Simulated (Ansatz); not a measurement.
Reaction (formal exchange of groups at the Al–N bond): `[NH2][Al]([NH2])[NH2]` + `CCCS` → `[NH2][Al]([NH2])[SH]` + `CCCN`

Computed with Ansatz on PBE0-D4/def2-TZVP structures; ΔE is electronic, products minus reactants. CBS: MP2 limit from def2 TZ/QZ plus the TZ coupled-cluster correction, frozen cores. Functionals use def2-TZVPP. B3LYP here is the variant with VWN-RPA as its local correlation; programs differ in this. One conformer a species, not always the lowest.

`[NH2][Al]([NH2])[NH2]`:

Z-matrix (Å, degrees):
```
N
Al 1 1.771
H 1 1.006 2 125.0
H 1 1.006 2 125.0 3 -180.0
N 2 1.771 1 120.0 3 -167.0
N 2 1.771 1 120.0 3 12.9
H 5 1.006 2 125.0 1 -167.1
H 5 1.006 2 125.0 1 12.9
H 6 1.006 2 125.0 1 -167.0
H 6 1.006 2 125.0 1 12.9
```

`CCCS`:

Cartesian coordinates in Å:
```
C 1.026 0.357 0.805
C -0.222 -0.488 0.626
C -1.059 -0.102 -0.582
S -0.276 -0.391 -2.192
H 0.778 1.420 0.871
H 1.717 0.222 -0.030
H 1.558 0.083 1.718
H -0.858 -0.393 1.514
H 0.051 -1.544 0.547
H -1.969 -0.706 -0.621
H -1.374 0.943 -0.526
H 0.628 0.599 -2.129
```

`[NH2][Al]([NH2])[SH]`:

```xyz
9

N    -0.105    1.338    0.791
Al   -0.110   -0.196   -0.081
N     1.206   -0.652   -1.164
S    -1.771   -1.606    0.146
H    -0.881    1.703    1.317
H     0.666    1.985    0.815
H     1.300   -1.559   -1.588
H     1.959   -0.051   -1.454
H    -2.264   -0.963    1.217
```

`CCCN`:

Z-matrix (Å, degrees):
```
C
C 1 1.519
H 1 1.094 2 111.1
H 1 1.092 2 111.7 3 120.2
H 1 1.094 2 111.1 3 -119.6
C 2 1.523 1 112.8 3 59.8
H 2 1.097 1 109.9 3 -62.0
H 2 1.097 1 109.9 3 -178.5
N 6 1.452 2 116.2 1 180.0
H 6 1.096 2 109.2 1 -57.6
H 6 1.096 2 109.2 1 57.6
H 9 1.013 6 110.3 2 58.8
H 9 1.013 6 110.3 2 -58.7
```

```tsv
level	ΔE (eV)
r2SCAN-D4	-0.09
B3LYP-D4	-0.05
```

(1) What does CCSD(T)/CBS give? (Estimate.)

Largest T1 diagnostic among the species: 0.010.

Answers

(1) Computed: -0.05 eV. The listed levels differ from it by -0.04, 0.00 eV.

In def2-TZVPP, CCSD(T) changes the Hartree–Fock value by +0.07 eV (the triples alone add +0.00 eV) and MP2 by +0.11 eV.

CCSD(T)/CBS has its own doubt, a few kJ/mol and more with outer-core shells, so smaller differences from it don't rank the levels.
